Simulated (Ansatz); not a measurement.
# FeSi2 (Linzhiite) (P4/mmm) in Ansatz: a series of runs

The runs below take FeSi2 (Linzhiite) through relaxation of cell and atoms, with LDA+U.

All numbers are computed with Ansatz 0.2.0; they aren't measurements. Logs are shortened: lines on timing, memory, paths and dates and some standing lists are left out, and cuts for length are marked.

### 1 The structure

Symmetry: P4/mmm, No. 123, tetragonal system. The conventional cell has a = 2.684 Å, b = 2.684 Å, c = 5.128 Å, α = 90.00°, β = 90.00°, γ = 90.00°. Fe (site symmetry 4/mmm) has 8 Si at 2.35 Å and 4 Fe at 2.68 Å as nearest neighbours. Around Si (site symmetry 4mm) lie 4 Fe at 2.35 Å and 5 Si at 2.36 to 2.68 Å.

### 2 Relaxation of cell and atoms, LDA+U, collinear spin, ferromagnetic start

File input.yaml:

```yaml
crystal:
  lattice:
    - [2.684, 0.0, 0.0]
    - [0.0, 2.684, 0.0]
    - [0.0, 0.0, 5.128]
  atoms:
    - { symbol: Fe, position: [0.0, 0.0, 0.0], spin: 3.0 }
    - { symbol: Si, position: [0.5, 0.5, 0.73] }
    - { symbol: Si, position: [0.5, 0.5, 0.27] }
hamiltonian:
  xc: lda
  pseudopotentials: { kind: paw }
  hubbard: { sites: [{ species: Fe, l: d, u_eff: 4.0 }] }
magnetization:
  spin_polarized: true
kpoints:
  mp_grid: { grid: [10, 10, 5] }
scf:
  occupations: { method: fermi_dirac, width: 0.05 }
output:
  forces: true
  stress: true
  eigenvalues: true
  write_density: true
  write_potential: true
  elf: true
  volumetric_format: npy
relax:
  f_tol: 0.01
  max_steps: 40
  cell: { stress_tol: 0.05 }
```

Potentials or basis: Ansatz PAW.

Started as:

```
> ansatz run input.yaml --threads 2 --pin off --max-ram 5632MiB --backend cpu --events-out ev --progress --plain --runs-dir out
```

Standard output:

```text
Warning: RAYON_NUM_THREADS=2 ignored (pool sized by the plan → 2); use --threads N
Fe: projections on atomic orbitals take those of the free atom [Ne] 3s2 3p6 3d6 4s2, of charge +0.00 (hamiltonian.pseudopotentials.projection_atoms); the dataset's partial waves leave at most 1.1e-6 of an orbital's norm unspanned inside its sphere
Si: projections on atomic orbitals take those of the free atom [Ne] 3s2 3p2, of charge +0.00 (hamiltonian.pseudopotentials.projection_atoms); the dataset's partial waves leave at most 6.1e-8 of an orbital's norm unspanned inside its sphere
Engine: ansatz 0.2.0, aarch64-unknown-linux-gnu
Pseudopotentials: kind: paw
Pseudopotential: Fe, paw, valence charge 16, recommended cutoff 420 eV (normal), Fe.paw.azcp
Pseudopotential: Si, paw, valence charge 4, recommended cutoff 420 eV (normal), Si.paw.azcp
Functional definition: SPW92
  exchange = slater_x
  correlation = pw_c
Crystal: 3 atoms, lattice volume = 36.941 Å³
Basis set: ecut = 420 eV, 741 PW (Γ)
Bands: 18, of which v1, the nominal top of the filled ones, is band 12 counted from 1 (11 counted from 0)
Symmetry: 16 space group operations
Space group: P4/mmm (ITA 123), of the structure as read, at distance tolerance 3.3e-5 Å
Magnetic group: BNS 123.339 (UNI 999), of the structure as read, at distance tolerance 3.3e-5 Å
k-points: 63 of 500
Non-local potential: Fe, projectors of the file, l = 0: 3, l = 1: 2, l = 2: 3, l = 3: 1
Non-local potential: Si, projectors of the file, l = 0: 2, l = 1: 2, l = 2: 2
PAW form: soft (Blöchl's): semilocal exchange-correlation on the pseudo side does not see the compensation charge
PAW frozen core: Fe, regenerated for the run's functional, and the local potential with it (the file was generated under x = pbe(κ = 0.804, μ = 0.2195149727645171), c = pbe(β = 0.06672455060314922))
PAW frozen core: Si, regenerated for the run's functional, and the local potential with it (the file was generated under x = pbe(κ = 0.804, μ = 0.2195149727645171), c = pbe(β = 0.06672455060314922))
PAW one-centre angular grid: Fe, 590 points (default); XC on 64 Gauss nodes
PAW one-centre angular grid: Si, 110 points (default); XC on 64 Gauss nodes
Initial density: superposition of atomic densities (chi_scale 0.1, normalization cell)
Starting moments: Σ|m| = 3 μB on 1 of 3 sites
Initial wavefunctions: pseudopotential atomic-orbital guess
Functional: x = slater, c = lda
SCF iter   1: F=—  HF=-5635.233719 eV  |F-HF|=—  |Δ(HF+E_count)|=         —  Δρ=1.02e-1 (↑3.66e-2 ↓1.02e-1)  dr2=7.66e0  dr2_m=1.32e0  M=1.403 μB ∫|m|=1.987 μB  β_m=0.30  ethr=3.10e-3  ⟨swp⟩=5.8  Hψ=11361  notcnv=0
preconditioner: auto → none  [metal: Δε(μ)=0.004 eV  Ē_g=9.916 eV  σ=0.050 eV  W_gap=0.02  n_scr=8 (ndim 8)  ℏωp=24.4 eV  f_vac=0.000  D(μ)=1.79/eV (n_scr^D=16)  sad-step TF]
SCF iter   2: F=—  HF=-5635.062462 eV  |F-HF|=—  |Δ(HF+E_count)|=   1.71e-1  Δρ=5.54e-2 (↑5.54e-2 ↓4.32e-2)  dr2=2.11e0  dr2_m=5.98e-1  M=1.432 μB ∫|m|=2.072 μB  β_m=0.30  ethr=3.10e-3  ⟨swp⟩=2.8  Hψ=4953  notcnv=0  defer=141
SCF iter   3: F=—  HF=-5634.702416 eV  |F-HF|=—  |Δ(HF+E_count)|=   3.60e-1  Δρ=3.50e-2 (↑3.50e-2 ↓2.89e-2)  dr2=1.88e-1  dr2_m=2.97e-1  M=1.408 μB ∫|m|=2.081 μB  β_m=0.30  ethr=3.10e-3  ⟨swp⟩=2.8  Hψ=4125  notcnv=0  defer=138
SCF iter   4: F=—  HF=-5634.764925 eV  |F-HF|=—  |Δ(HF+E_count)|=   6.25e-2  Δρ=2.51e-2 (↑2.39e-2 ↓2.51e-2)  dr2=4.06e-2  dr2_m=1.90e-1  M=1.381 μB ∫|m|=2.020 μB  β_m=0.30  ethr=7.84e-4  ⟨swp⟩=2.5  Hψ=3855  notcnv=0  defer=129
SCF iter   5: F=—  HF=-5634.826615 eV  |F-HF|=—  |Δ(HF+E_count)|=   6.17e-2  Δρ=2.08e-2 (↑2.08e-2 ↓1.78e-2)  dr2=7.20e-3  dr2_m=1.25e-1  M=1.363 μB ∫|m|=1.974 μB  β_m=0.30  ethr=1.69e-4  ⟨swp⟩=2.1  Hψ=3841  notcnv=0  defer=129
[... 275 lines left out ...]
SCF converged after 6 iterations
Magnetization: -0.1631 μB (11.9184 up, 12.0816 down)
Absolute magnetization: 0.2751 μB (∫|ρ↑−ρ↓|, with the PAW one-centre terms)
Spin contamination: 0.0121 ħ² per cell (⟨S²⟩ above its minimum at these occupations)
Per-site moments (μB) at R_I (Å): [(-0.2041729831853939, 0.9570750757642629), (0.011880765138859063, 0.9570750757642629), (0.011880765138859092, 0.9570750757642631)]
Free energy (F): -5635.146307 eV
Harris-Foulkes:  -5635.146307 eV  (|F-HF|=7.28e-12)
Internal energy: -5635.141394 eV  (E = F + TS)
E sigma→0 (E₀):  -5635.143850 eV
Entropy (-TS):   -0.004913 eV (-1.638 meV/atom)
Fermi energy:    14.611509 eV
--- Per-component energies (eV) ---
  E_band       = -210.945459
  E_kinetic    = 453.244444
  E_local      = -3504.221906  (includes V_loc(G=0)·N_el)
  E_nonlocal   = 271.124801
  E_hartree    = 1568.182474
  E_xc         = -234.058107
  E_vxc        = -255.502613  (∫ρ·V_xc dr)
  E_hubbard    = 3.658094  (on-site DFT+U / exact-exchange correction)
  E_vhub       = -7.399193  (the Hubbard potential's part of the band-sum identity)
  E_paw        = -2277.930184  (= ΣΔE_a)
  E_vpaw       = -304.556789  (= ΣTr[D̂ρ^β])
  E_aug_tail   = 0.000920  (compensation charges beyond the density's cutoff)
  E_ewald      = -1915.712126
  E_core_change = 0.570197  (= ΣΔE_core)
  E_smearing   = -0.004913  (= −TS)
  E_closure    = 0.000000  (closes the sum)
  Σ components = -5635.146307   (vs F -5635.146307, Δ=0.00e0)
--- Forces (eV/Å), atoms counted from 1 ---
  atom   1  Fe     0.00000000     0.00000000     0.00000000
  atom   2  Si     0.00000000     0.00000000     0.00129607
  atom   3  Si     0.00000000     0.00000000    -0.00129607
  max |Σ_I F_I| component: 6.94e-18 eV/Å
--- Stress (GPa, compression-positive) ---
       -0.040541       0.000000       0.000000
        0.000000      -0.040541       0.000000
        0.000000       0.000000      -0.042660
  P = ⅓ Tr σ = -0.0412 GPa (-0.412 kbar)
--- Band table (eV; the first three rows and the last of 126) ---
  k-point 0 ↑: bands = ["-70.8002", "-37.3864", "-37.3864", "-37.1259", "0.5008", "5.4420", "6.4791", "11.5903", "12.7203", "12.7776", "12.7776", "13.3806", "19.3960", "19.3960", "21.3960", "22.0495", "22.8808", "23.0114"]
  k-point 1 ↑: bands = ["-70.8002", "-37.3864", "-37.3864", "-37.1259", "0.7310", "4.0426", "8.0550", "11.5988", "12.6684", "12.7622", "12.7622", "13.3807", "19.5576", "19.6570", "19.6570", "21.5659", "23.3673", "23.3673"]
  k-point 2 ↑: bands = ["-70.8002", "-37.3864", "-37.3864", "-37.1259", "1.4073", "2.5600", "9.7629", "11.6126", "12.4564", "12.7377", "12.7377", "13.3810", "17.7001", "20.3414", "20.3414", "21.1313", "21.9306", "21.9306"]
  k-point 62 ↓: bands = ["-71.0075", "-37.8039", "-37.8039", "-37.2317", "6.4948", "8.9599", "8.9599", "10.2688", "11.3125", "11.3125", "12.3271", "14.7068", "15.0321", "15.0321", "16.0184", "17.3182", "18.8558", "19.1058"]
--- Relaxed structure (4 steps of the walk, 4 accepted, 1 SCFs on fresh bases) ---
  F+E_penalty+E_count = -5635.14630661 eV   max|allowed force component| = 1.296e-3 eV/Å   (the final SCF, on the basis selected at the relaxed cell)
  cell:  # Å, volume = 35.5393 Å³
    - [2.6518067891970314, 4.850300792519136e-36, 0.0]
    - [4.850300792519136e-36, 2.6518067891970314, 0.0]
    - [0.0, 0.0, 5.053879204317907]
  atoms:
    - { symbol: Fe, position: [2.2423737243703845e-36, -2.592744618803257e-36, -7.047596024996777e-21] }
    - { symbol: Si, position: [0.5000000000000001, 0.5000000000000001, 0.7296221367337803] }
    - { symbol: Si, position: [0.5000000000000001, 0.5000000000000001, 0.2703778632662198] }
```

rho_z.tsv:

```text
# z_ang	rho[e/angstrom^3]	rho_spin[e/angstrom^3]
# format = ansatz-planar-average/11
# lattice	2.651806789	0.000000000	0.000000000
# lattice	0.000000000	2.651806789	0.000000000
# lattice	0.000000000	0.000000000	5.053879204
# sites	3
# site	26	0.000000000	-0.000000000	-0.000000000
# site	14	1.325903395	1.325903395	3.687422144
# site	14	1.325903395	1.325903395	1.366457060
0.000000	2.811495e0	-5.334289e-2
0.140386	2.539935e0	-4.154584e-2
0.280771	1.905142e0	-2.011281e-2
0.421157	1.254923e0	-6.652180e-3
0.561542	8.012697e-1	-1.310839e-3
0.701928	5.611310e-1	1.242509e-3
[... 28 lines left out ...]
4.773108	1.905142e0	-2.011281e-2
4.913494	2.539935e0	-4.154584e-2
```

It took 94 s on 2 threads of Arm Neoverse V2, shared host; peak memory 0.77 GiB.

Results:

```
Free energy                            : -5635.1463 eV
Relaxed volume                         : 11.85 Å³/atom
Relaxed cell                           : a = 2.652 Å, b = 2.652 Å, c = 5.054 Å, α = 90.00°, β = 90.00°, γ = 90.00°
Space group after relaxing (to 0.05 Å) : P4/mmm (No. 123)
Energy gained by relaxing              : 11.8 meV/atom
Ionic steps                            : 6
Pressure after relaxing                : 0.0 GPa
Band gap on the k mesh                 : none (metal or under the smearing width)
Net moment                             : -0.16 μB per cell
Absolute moment                        : 0.28 μB per cell
Site moments                           : Fe -0.20; Si +0.01 μB
```

The path:
```csv
step,energy change (eV),largest force (eV/Å),volume (Å³)
1,0.0000,0.1122,36.94
2,-0.0303,0.1533,36.05
3,-0.0361,0.0207,35.51
4,-0.0361,0.0016,35.54
5,-0.0353,0.0013,35.54
6,-0.0353,0.0013,35.54
```

Final structure:
```xyz
3
Lattice="2.6518 0.0000 0.0000 0.0000 2.6518 0.0000 0.0000 0.0000 5.0539" Properties=species:S:1:pos:R:3 pbc="T T T"
Fe    0.0000    0.0000    0.0000
Si    1.3259    1.3259    3.6874
Si    1.3259    1.3259    1.3665
```

Levels at points of the mesh, in eV from the Fermi level:
Spin up:
```
             k point  band 10  band 11  band 12  band 13  band 14  band 15
  (0.00, 0.00, 0.00)    -1.83    -1.83    -1.23     4.78     4.78     6.78
 (0.00, -0.50, 0.00)    -3.16    -2.79    -1.41     0.38     1.63     2.86
(-0.50, -0.50, 0.00)    -3.28    -2.51     0.73     1.19     2.90     3.17
```
Spin down:
```
             k point  band 9  band 10  band 11  band 12  band 13  band 14  band 15  band 16
  (0.00, 0.00, 0.00)   -2.09    -1.99    -1.99    -1.40     4.80     4.80     6.80     7.36
 (0.00, -0.50, 0.00)   -3.72    -3.61    -2.92    -1.58    -0.10     1.52     2.51     8.07
(-0.50, -0.50, 0.00)   -4.40    -3.30    -2.68     0.10     0.76     2.80     3.15     3.15
```

Eigenvalues of the final occupation matrices:
| site | spin | trace | eigenvalues |
| --- | --- | --- | --- |
| site 1 | 1 | 3.57 | 0.46 0.75 0.77 0.77 0.83 |
| site 1 | 2 | 3.79 | 0.63 0.77 0.77 0.78 0.83 |

Caveat: the magnetic or orbital state may not be the lowest; the plane-wave basis is chosen anew once the cell has moved, so the energies of steps on either side of that aren't comparable; the PAW data sets come from PBE, with cores solved anew for the run's functional, which leaves a small shift of forces and pressure; the U is typed as a test and isn't derived for this compound; the starting moments weren't kept.

### 3 Relaxation of cell and atoms, LDA+U, collinear spin, ferromagnetic start

Changes to input.yaml since step 2:

```diff
@@ -12,3 +12,3 @@
   pseudopotentials: { kind: paw }
-  hubbard: { sites: [{ species: Fe, l: d, u_eff: 4.0 }] }
+  hubbard: { sites: [{ species: Fe, l: d, u_eff: 5.0 }] }
 magnetization:
```

Potentials or basis: Ansatz PAW.

Started as:

```
> ansatz run input.yaml --threads 2 --pin off --max-ram 5632MiB --backend cpu --events-out ev --progress --plain --runs-dir out
```

Wall time 1.7 min (2 threads of Arm Neoverse V2, shared host); peak memory 0.74 GiB.

Results (log left out):

```
Free energy                            : -5634.2401 eV
Relaxed volume                         : 11.84 Å³/atom
Relaxed cell                           : a = 2.653 Å, b = 2.653 Å, c = 5.048 Å, α = 90.00°, β = 90.00°, γ = 90.00°
Space group after relaxing (to 0.05 Å) : P4/mmm (No. 123)
Energy gained by relaxing              : 12.3 meV/atom
Ionic steps                            : 6
Pressure after relaxing                : 0.0 GPa
Band gap on the k mesh                 : none (metal or under the smearing width)
Net moment                             : -0.16 μB per cell
Absolute moment                        : 0.30 μB per cell
Site moments                           : Fe -0.22; Si +0.02 μB
```

Step by step:
```tsv
step	energy change (eV)	largest force (eV/Å)	volume (Å³)
1	0.0000	0.1580	36.94
2	-0.0313	0.1627	36.06
3	-0.0377	0.0191	35.48
4	-0.0377	0.0014	35.52
5	-0.0370	0.0011	35.52
6	-0.0370	0.0011	35.52
```

Final structure:
```
Fe Si
1.0
     2.65251    0.00000    0.00000
     0.00000    2.65251    0.00000
     0.00000    0.00000    5.04845
Fe Si
1 2
Direct
  0.00000 0.00000 0.00000
  0.50000 0.50000 0.72994
  0.50000 0.50000 0.27006
```

Levels at points of the mesh, in eV from the Fermi level:
Spin up:
```tsv
k point	band 9	band 10	band 11	band 12	band 13	band 14	band 15	band 16
(0.00, 0.00, 0.00)	-2.01	-1.92	-1.92	-1.42	4.80	4.80	6.85	7.50
(0.00, -0.50, 0.00)	-3.69	-3.15	-2.98	-1.50	0.45	1.65	3.05	8.06
(-0.50, -0.50, 0.00)	-4.38	-3.28	-2.62	0.76	1.59	2.93	3.20	3.20
```
Spin down:
```csv
k point,band 10,band 11,band 12,band 13,band 14,band 15
"(0.00, 0.00, 0.00)",-2.09,-2.09,-1.61,4.82,4.82,6.87
"(0.00, -0.50, 0.00)",-3.66,-3.13,-1.68,-0.12,1.53,2.57
"(-0.50, -0.50, 0.00)",-3.30,-2.74,0.11,0.80,2.85,3.19
```

Eigenvalues of the final occupation matrices:
```tsv
site	spin	trace	eigenvalues
site 1	1	3.57	0.42 0.77 0.77 0.77 0.83
site 1	2	3.81	0.63 0.78 0.78 0.78 0.84
```

Caveat: the magnetic or orbital state may not be the lowest; the plane-wave basis is chosen anew once the cell has moved, so the energies of steps on either side of that aren't comparable; the PAW data sets come from PBE, with cores solved anew for the run's functional, which leaves a small shift of forces and pressure; the U is typed as a test and isn't derived for this compound; the starting moments weren't kept.
